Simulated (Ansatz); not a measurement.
CsI (CsCl type), relaxed and computed with several functionals in Ansatz (plane waves, PAW).

```csv
functional,a (Å),gap (eV),B₀ by P(V) fit (GPa)
PBE,4.666,3.69,9.9
PBEsol,4.507,3.85,12.8
HSE06,4.637,4.73,10.5
LDA,4.401,3.80,17.0
r²SCAN,4.611,4.51,12.1
```

All cells were relaxed under the symmetry of their starts (and spin orders); stability against distortions was not tested throughout. Spin–orbit coupling is left out wherever it is not named.

Potentials: the later of the program's two PAW sets.

Ansatz (a quantum-chemistry and plane-wave program) is a plane-wave DFT program.
